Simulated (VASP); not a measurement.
**Ir under changes of volume**

One of the cells (14.192 Å³/atom); the others are scaled copies at fixed shape and fractional positions:

```
CELL_PARAMETERS angstrom
0.00000 1.92164 1.92164
1.92164 0.00000 1.92164
1.92164 1.92164 0.00000
ATOMIC_POSITIONS crystal
Ir 0.00000 0.00000 0.00000
```

* Program: VASP 6.6.1
* Functional: PBE
* Dispersion: D3(BJ)
* Potentials or basis: VASP PAW PBE potentials, release 64 (Ir)
* Cutoff: 520 eV
* k mesh: 10 × 10 × 10
* Occupations: fermi-dirac, width 0.05 eV
* Spin: no spin polarisation

```csv
volume (Å³/atom),energy over the lowest point (meV/atom),pressure (GPa)
13.624,?,?
13.908,6.73,7.9
14.192,0.00,-0.1
14.476,6.61,-7.2
14.760,25.01,-13.5
```

Question: What does the run at 13.624 Å³/atom give?

Answer: Energy over the lowest point 28.53 meV/atom; pressure 16.9 GPa.

Worked out: A Birch-Murnaghan fit of order 2 (a polynomial in V^(-2/3)) to the other rows has its minimum at 14.19 Å³/atom with B0 = V·E''(V) = 372 GPa. It gives 27.97 meV/atom at 13.624 Å³/atom, against the run's 28.53, and -dE/dV = 16.4 GPa, against 16.9.

Energies are extrapolated to zero smearing.

Caveats: pairwise dispersion overbinds metals, which lowers pressure and volume.
